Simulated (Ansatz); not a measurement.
# KF: one input, then a changed one

The cell is COD entry 9008652, as deposited and not checked against the literature; nothing was relaxed. The listed cell was then made from it by scaling, straining or moving an atom.

First run: DFT, PBE, all-electron PAW with datasets made for the crystal, scalar-relativistic (Ansatz 0.2.0).

Command: `ansatz run input.yaml --threads 1 --pin off --max-ram 2048MiB --backend cpu --events-out ev --progress --plain --runs-dir out` The run took 4 s on 1 thread of Arm Neoverse V1, with other jobs on the host, peak memory 0.37 GiB.

```yaml
crystal:
  lattice:
    - [0.0, 2.6193877275, 2.6193877275]
    - [2.6193877275, 0.0, 2.6193877275]
    - [2.6193877275, 2.6193877275, 0.0]
  atoms:
    - { symbol: K, position: [0.0, 0.0, 0.0] }
    - { symbol: F, position: [0.5, 0.5, 0.5] }
kpoints:
  mp_grid: { grid: [9, 9, 9] }
scf:
  occupations: { method: fermi_dirac, width: 0.01 }
hamiltonian:
  xc: pbe
  pseudopotentials: { kind: all_electron, datasets: crystal }
output:
  forces: true
  stress: true
  eigenvalues: true
  efg: { contact_densities: true }
```

Result: converged; pressure 3.80 GPa; gap on the k mesh 6.50 eV (the mesh can miss the band edges); 9 SCF iterations.

A second run of a changed input logged this at its end:

```
Initial density: superposition of atomic densities (neutral atoms: chi_scale 0, normalization atom)
Initial wavefunctions: pseudopotential atomic-orbital guess
Functional: x = pbe(κ = 0.804, μ = 0.2195149727645171), c = pbe(β = 0.06672455060314922)
iter 1 solved again at ethr=2.17e-2 eV; its pass at ethr=1.00e-1 eV (dr2=3.47e0 eV) is discarded
SCF iter   1: F=—  HF=-19107.300226 eV  |F-HF|=—  |Δ(HF+E_count)|=         —  Δρ=8.91e-2  dr2=3.52e0  ethr=2.17e-2  ⟨swp⟩=2.3  Hψ=2238  notcnv=0
preconditioner: auto → none  [insulator: Δε(μ)=8.983 eV  Ē_g=21.231 eV  σ=0.010 eV  W_gap=1.00  n_scr=8 (ndim 8)  ℏωp=24.8 eV  f_vac=0.000  D(μ)=0.00/eV (n_scr^D=0)  ε∞_Penn≈2.4]
SCF iter   2: F=—  HF=-19106.317980 eV  |F-HF|=—  |Δ(HF+E_count)|=   9.82e-1  Δρ=4.71e-2  dr2=4.98e-1  ethr=2.17e-2  ⟨swp⟩=3.6  Hψ=1141  notcnv=0  defer=5
Error: did not converge after 2 iterations: onsite_residual = 1.11e0 (threshold 6.25e-8), under the density mixer `msr1`, which `scf.mixing.algorithm: auto` chose by the deck's other keys (type `scf.mixing.algorithm: msr1` to keep it); raise `scf.max_iter`, which need not help a stalled SCF, or adjust the mixing (`scf.mixing`) or, under a smearing, its width (`scf.occupations.width`, in either direction: another width is another result); this SCF holds its density and magnetisation to the symmetry operations that it keeps, and cannot end on a state that breaks one of them: if the state sought breaks one, re-run with `crystal.symmetry.detect: false`, without `crystal.symmetry.time_reversal: true`, on a non-collinear deck whose state breaks time reversal, with `crystal.symmetry.time_reversal: false` beside it (there exact exchange or a DFT+U term alone can polarise the run; a magnetic state wants starting moments), where the deck allows it (that run may end on another state, and need not converge either); this run sums exchange and correlation on more points than the dense box has (`basis.xc_grid`), where a deck that converges on the dense box may not converge: try another level (where the key is left out runs that use forces, runs that use the stress, dielectric runs by a finite field, finite-displacement phonons, runs of phonons.displacement_patterns under a GGA or a meta-GGA, phonons by method: dfpt, dielectric runs by the response, runs on support functions, runs on PAW files under a meta-GGA or a hybrid on one, runs at kind: all_electron or under a hybrid on a GGA, runs under a text's formulas of a gradient, and runs on PAW files that evaluate rPW86 or Becke's exchange or LYP's correlation can take a finer level, which can go by the root key accuracy; a number is taken as typed), or, where it is served, `1`, the dense box, on which forces and the stress change with where the atoms sit on the grid; a lower level also moves a field's Born charges, by the response (dielectric, § Limitations, in the input reference) or by a finite field; under a meta-GGA, try another mixer (`scf.mixing.algorithm: anderson` or `broyden`); mind that the stability of the state on which such a run converges can go unchecked at the default of `scf.lower_state_search`; see `basis.xc_grid`, Limitations — the other mixer that `auto` picks from is left to try (`scf.mixing.algorithm: broyden`); it can need more iterations, either can converge an SCF that the other leaves open, and the two can end on different states; the input reference at `scf.mixing.algorithm` says more, and from which start to try it
```

Question: What was wrong with the input?

Answer: Too few SCF iterations, by this change (others could give a like log):
```diff
@@ -11,4 +11,5 @@
 scf:
   occupations: { method: fermi_dirac, width: 0.01 }
+  max_iter: 2
 hamiltonian:
   xc: pbe
```
